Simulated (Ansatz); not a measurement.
Runs of Ansatz 0.2.0 on Re. The structure is hexagonal, space group P6_3/mmc (No. 194). Conventional cell: a = 2.766 Å, b = 2.766 Å, c = 8.939 Å, α = 90.00°, β = 90.00°, γ = 120.00°. Re (site symmetry -6m2) is surrounded by 12 Re at 2.75 to 2.77 Å. Re (site symmetry -3m) has 12 Re at 2.75 to 2.77 Å as nearest neighbours. 

```csv
task,level,spin,k mesh,cutoff (eV),gap on the mesh (eV),V0 of scaled cells (Å³/atom),B0 (GPa)
equation of state,r2SCAN,"SOC, no magnetisation",11 × 11 × 3,500,-,14.72,383
phonons,PBEsol,off,9 × 9 × 3,420,none,-,-
phonons,LDA,off,9 × 9 × 3,420,none,-,-
equation of state,BLYP,off,11 × 11 × 3,420,-,(a),324
```

Alike in all rows: potentials or basis Ansatz PAW; cell as given; smearing fermi-dirac 0.05 eV.

Task: Estimate the missing entries.

Result: (a) 15.52.

Caveats: the cell was scaled at fixed shape and fractional positions, which overstates the stiffness of a crystal with free parameters, most of all of layers and chains (some runs); the PAW data sets come from PBE, with cores solved anew for the run's functional, which leaves a small shift of forces and pressure (some runs); the PAW data sets were made with another functional, which shifts forces and pressure a little (some runs); the potentials were made for another functional, which shifts forces and pressure (some runs).

A k mesh can miss the band edges, and rows without SOC leave out spin-orbit coupling on Re.

A gap of «none» marks a metal or a gap under the smearing width.

Runs at the PBE level aren't shown here.
